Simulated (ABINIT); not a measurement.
# TaN (Pm-3m) in ABINIT: reference runs, part 2 of 2

ABINIT 10.8.3 (patched build).

### Step 3. Single point, PBE

File run.py:

```python
import json, os
import numpy as np
from ase.units import GPa
from ase.calculators.abinit import Abinit, AbinitProfile
from ase import Atoms

atoms = Atoms(['Ta', 'N'],
              cell=[[2.73230769, 0.0, 0.0], [0.0, 2.73230769, 0.0], [0.0, 0.0, 2.73230769]],
              scaled_positions=[[0.0, 0.0, 0.0], [0.5, 0.5, 0.5]],
              pbc=True)

profile = AbinitProfile(command='abinit', pp_paths=[os.path.abspath('pseudos')])
params = dict(
    pps='pawxml', xc='PBE',
    ecut=707.496,
    pawecutdg=1306.1465,
    pawxcdev=0,
    kptopt=1,
    ngkpt=[10, 10, 10],
    nshiftk=1,
    shiftk=[0.0, 0.0, 0.0],
    ixc=11,
    nband=13,
    occopt=3,
    tsmear=0.05,
    nstep=100,
    tolvrs=1e-09,
    prtwf=0,
    prtden=0,
)

atoms.calc = Abinit(profile=profile, directory='run', **params)
energy = atoms.get_potential_energy()
forces = atoms.get_forces()
stress = atoms.get_stress()
print(f'energy {energy:.6f} eV')
print('forces (eV/A)')
print(np.round(forces, 5))
print('stress (GPa, Voigt, tension positive)', np.round(stress / GPa, 4))
json.dump(dict(energy=energy, forces=forces.tolist(), stress=stress.tolist(), cell=atoms.cell.tolist(), frac=atoms.get_scaled_positions(wrap=False).tolist()), open('results.json', 'w'))
```

Potentials or basis: JTH PAW PBE v2.0.

Started as:

```
> python run.py
```

Log:

```text
energy -1878.336649 eV
forces (eV/A)
[[-0. -0. -0.]
 [-0. -0. -0.]]
stress (GPa, Voigt, tension positive) [-5.6217 -5.6217 -5.6217  0.      0.      0.    ]
```

abinit.in:

```text
ecut 707.496 eV
ixc 11
kptopt 1
natom 2
nband 13
ngkpt
10 10 10
nshiftk 1
nsppol 1
nstep 100
occopt 3
pawecutdg 1306.1465 eV
pawxcdev 0
prtden 0
prtwf 0
shiftk
0.0 0.0 0.0
tolvrs 1e-09
tsmear 0.05 eV
#Definition of the unit cell
acell
1.00000000000000 1.00000000000000 1.00000000000000 Angstrom
rprim
2.73230769000000 0.00000000000000 0.00000000000000
0.00000000000000 2.73230769000000 0.00000000000000
0.00000000000000 0.00000000000000 2.73230769000000
chkprim 0 # Allow non-primitive cells
#Definition of the atom types
ntypat 2
znucl 7 73
#Enumerate different atomic species
typat
 2 1
pseudos "./pseudos/N.GGA_PBE-JTH.xml,
./pseudos/Ta.GGA_PBE-JTH.xml"
#Definition of the atoms
xcart
0.00000000000000 0.00000000000000 0.00000000000000
2.58165661280907 2.58165661280907 2.58165661280907
chkexit 1 # abinit.exit file in the running directory terminates after the current SCF
```

abinit.abo:

```text
.Version 10.8.3 of ABINIT
 Symmetries : space group Pm -3 m (#221); Bravais cP (primitive cubic)
================================================================================
 Values of the parameters that define the memory need of the present run
     intxc =       0    ionmov =       0      iscf =      17    lmnmax =      18
     lnmax =       6     mgfft =      24  mpssoang =       3    mqgrid =    3001
     natom =       2  nloc_mem =       2    nspden =       1   nspinor =       1
    nsppol =       1      nsym =      48    n1xccc =       1    ntypat =       2
    occopt =       3   xclevel =       2
       mpw =         892          nfft =       13824          nkpt =          56
 PAW method is used; the additional fine FFT grid is defined by:
   mgfftf=        36    nfftf =     46656
================================================================================
================================================================================

--------------------------------------------------------------------------------
------------- Echo of variables that govern the present computation ------------
--------------------------------------------------------------------------------
 -outvars: echo values of preprocessed input variables --------
            acell      1.8897261259E+00  1.8897261259E+00  1.8897261259E+00 Bohr
              amu      1.40067400E+01  1.80947900E+02
          chkexit           1
          chkprim           0
             ecut      2.59999984E+01 Hartree
                       outvar_i_n : Printing only first  50 k-points.
              ixc          11
                       outvar_i_n : Printing only first  50 k-points.
         kptrlatt       10    0    0      0   10    0      0    0   10
          kptrlen      5.16331323E+01
            natom           2
[... 227 lines left out ...]
...

--- !EnergyTermsWithPAWCore
iteration_state     : {dtset: 1, }
comment             : 'Components of total free energy, including PAW core contributions'
Total energy        : -1.56597041149666E+04
Total energy DC     : -1.56597041178855E+04
Total energy (eV)   : -4.26122257170133E+05
Total energy DC (eV): -4.26122257249562E+05
...

 Cartesian components of stress tensor (hartree/bohr^3)
  sigma(1 1)= -1.91078901E-04  sigma(3 2)=  0.00000000E+00
  sigma(2 2)= -1.91078901E-04  sigma(3 1)=  0.00000000E+00
  sigma(3 3)= -1.91078901E-04  sigma(2 1)=  0.00000000E+00

-Cartesian components of stress tensor (GPa)         [Pressure=  5.6217E+00 GPa]
- sigma(1 1)= -5.62173536E+00  sigma(3 2)=  0.00000000E+00
- sigma(2 2)= -5.62173536E+00  sigma(3 1)=  0.00000000E+00
- sigma(3 3)= -5.62173536E+00  sigma(2 1)=  0.00000000E+00

== END DATASET(S) ==============================================================
================================================================================

 -outvars: echo values of variables after computation  --------
            acell      1.8897261259E+00  1.8897261259E+00  1.8897261259E+00 Bohr
           etotal     -6.9027601579E+01
            fcart     -0.0000000000E+00 -0.0000000000E+00 -0.0000000000E+00
                      -0.0000000000E+00 -0.0000000000E+00 -0.0000000000E+00
            rprim      2.7323076900E+00  0.0000000000E+00  0.0000000000E+00
                       0.0000000000E+00  2.7323076900E+00  0.0000000000E+00
                       0.0000000000E+00  0.0000000000E+00  2.7323076900E+00
           strten     -1.9107890123E-04 -1.9107890123E-04 -1.9107890123E-04
                       0.0000000000E+00  0.0000000000E+00  0.0000000000E+00
           xangst      0.0000000000E+00  0.0000000000E+00  0.0000000000E+00
                       1.3661538450E+00  1.3661538450E+00  1.3661538450E+00
             xred      0.0000000000E+00  0.0000000000E+00  0.0000000000E+00
                       5.0000000000E-01  5.0000000000E-01  5.0000000000E-01
 Calculation completed.
```

It took 29 s on 1 thread of Arm Neoverse V1, shared host; peak memory 0.11 GiB.

What came out:

```yaml
Free_energy: -1878.3367 eV
Pressure: 5.6 GPa
Band_gap_on_the_k_mesh: none (metal or under the smearing width)
Valence_electrons_inside_the_program's_atomic_spheres: Ta 10.79; N 2.55
```

### Step 4. Single point, PBE (atoms moved at random, drawn with an rms of 0.05 Å)

File run.abi:

```
# Pseudopotentials
pp_dirpath "./"
pseudos "Ta.GGA_PBE-JTH.xml, N.GGA_PBE-JTH.xml"

# Structure
acell 2.73230769 2.73230769 2.73230769 Angstrom
rprim
     1.0000000000     0.0000000000     0.0000000000
     0.0000000000     1.0000000000     0.0000000000
     0.0000000000     0.0000000000     1.0000000000
ntypat 2
znucl 73 7
natom 2
typat 1 2
xred
     0.0120460000     0.0025660000    -0.0034260000
     0.4848290000     0.5021200000     0.5003400000
chkprim 0
chksymtnons 0
tolsym 1.0e-6

# Plane-wave basis
ecut 26.0
pawecutdg 48.0
pawxcdev 0

# k points
kptopt 1
ngkpt 10 10 10
nshiftk 1
shiftk 0.0 0.0 0.0

# Exchange and correlation
ixc 11

# Bands and occupations
nband 13
occopt 3
tsmear 0.00183747

# SCF cycle
nstep 100
tolvrs 1.0e-9

# Output
iomode 3
prtwf 0
prtden 0
prteig 0
prtebands 0
enunit 1
```

Potentials or basis: JTH PAW PBE v2.0.

Started as:

```
> abinit run.abi > log 2>&1
```

run.abo:

```text
.Version 10.8.3 of ABINIT
 Symmetries : space group P1 (#  1); Bravais aP (primitive triclinic)
================================================================================
 Values of the parameters that define the memory need of the present run
     intxc =       0    ionmov =       0      iscf =      17    lmnmax =      18
     lnmax =       6     mgfft =      24  mpssoang =       3    mqgrid =    3001
     natom =       2  nloc_mem =       2    nspden =       1   nspinor =       1
    nsppol =       1      nsym =       1    n1xccc =       1    ntypat =       2
    occopt =       3   xclevel =       2
       mpw =         892          nfft =       13824          nkpt =         504
 PAW method is used; the additional fine FFT grid is defined by:
   mgfftf=        36    nfftf =     46656
================================================================================
================================================================================

[... 250 lines left out ...]
  sigma(1 1)= -2.30669348E-04  sigma(3 2)=  2.95785390E-07
  sigma(2 2)= -2.08784302E-04  sigma(3 1)=  1.06501069E-05
  sigma(3 3)= -2.09158208E-04  sigma(2 1)= -1.29180154E-06

-Cartesian components of stress tensor (GPa)         [Pressure=  6.3609E+00 GPa]
- sigma(1 1)= -6.78652652E+00  sigma(3 2)=  8.70230661E-03
- sigma(2 2)= -6.14264624E+00  sigma(3 1)=  3.13336962E-01
- sigma(3 3)= -6.15364692E+00  sigma(2 1)= -3.80061134E-02

== END DATASET(S) ==============================================================
================================================================================

 -outvars: echo values of variables after computation  --------
            acell      5.1633132258E+00  5.1633132258E+00  5.1633132258E+00 Bohr
           etotal     -6.9027136999E+01
            fcart     -6.3990881376E-03 -8.9763095396E-05  9.2105009189E-04
                       6.3990881376E-03  8.9763095396E-05 -9.2105009189E-04
           strten     -2.3066934778E-04 -2.0878430188E-04 -2.0915820755E-04
                       2.9578538979E-07  1.0650106884E-05 -1.2918015384E-06
           xangst      3.2913378434E-02  7.0111015325E-03 -9.3608861459E-03
                       1.3247020050E+00  1.3719463373E+00  1.3670828296E+00
             xred      1.2046000000E-02  2.5660000000E-03 -3.4260000000E-03
                       4.8482900000E-01  5.0212000000E-01  5.0034000000E-01
 Calculation completed.
```

Wall time 3.4 min (1 thread of Arm Neoverse V1, shared host); peak memory 0.3 GiB.

Results:

| Item | Value |
| --- | --- |
| Free energy | -1878.3241 eV |
| Pressure | 6.4 GPa |
| Largest force | 0.332 eV/Å |
| Band gap on the k mesh | none (metal or under the smearing width) |
| Valence electrons inside the program's atomic spheres | Ta 10.81; N 2.53 |

Forces on the atoms (eV/Å):
```
Ta  -0.329 -0.005  0.047
N    0.329  0.005 -0.047
```
